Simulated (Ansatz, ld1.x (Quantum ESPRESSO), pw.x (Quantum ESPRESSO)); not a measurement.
## Mo (Z = 42) (fcc): variants of one TM potential in the solid

* Element: molybdenum
* Generator: ld1.x (Quantum ESPRESSO) 7.5
* Type: norm-conserving Troullier–Martins (Kleinman–Bylander form)
* Functional: PBEsol
* Relativity: scalar-relativistic
* Frozen core: [Kr]
* Valence charge: 6
* Reference configuration: 4d6 5s0 5p0
* Partial waves: 5s (bound, empty): rc 2.20 bohr; 5p (bound, empty): rc 4.20 bohr; 4d (bound): rc 1.55 bohr
* Local potential: all-electron potential smoothed inside 3.85 bohr (lloc = -2)
* Core correction: none

Crystal test: fcc Mo in pw.x 7.5, no spin, 14³ k-points, Fermi–Dirac smearing 0.01 Ry, cutoffs set for each file from its atomic test. The reference is all-electron LAPW (Ansatz 0.2.0) with the same functional, mesh and smearing; V0 and B0 come from Birch–Murnaghan fits to the pressures at five volumes. Errors are pseudo minus all-electron; Δ is the rms difference of the E(V) curves that follow from these fits, minima aligned, over ±6 % about the mean V0. Mesh and smearing are coarse, so the numbers serve the comparison and aren't converged zero-temperature values; the lattice is a test structure that the element need not adopt.

All-electron: a0 = 3.963 Å (V0 = 15.56 Å³/atom), B0 = 253.7 GPa.

Base: The largest radius (4.20 bohr) exceeds half the bond length (2.65 bohr), so the spheres overlap, which is one possible source of error among others. This is a poor potential for the solid. Atomic configuration tests: 1 of 7 tests not solved or not reliable.

1 further variants are left out: they gave no file fit for a test, a broken result, the same result as the base, or pressures whose basis-set error rivals the error shown.

A dash in a converged row means that the minimum lies outside the volumes sampled.

| change | cutoffs (Ry) | pw.x | mean pressure error (GPa) |
| --- | --- | --- | --- |
| base | 70/280 | converged | +40.38 |
| wave 5s (bound): rc 2.20 bohr becomes 5s (bound): rc 1.92 bohr | 70/280 | converged; bound ghost | +81.12 |
| wave 5s (bound): rc 2.20 bohr becomes 5s (bound): rc 2.86 bohr | 70/280 | converged | +39.77 |
| wave 5s (bound): rc 2.20 bohr becomes 5s (bound): rc 3.10 bohr | 70/280 | converged | +39.99 |

Task: Give the row for: wave 5s (bound): rc 2.20 bohr becomes 5s (bound): rc 2.38 bohr.

Result: pw.x: converged; mean pressure error (GPa): +40.09.
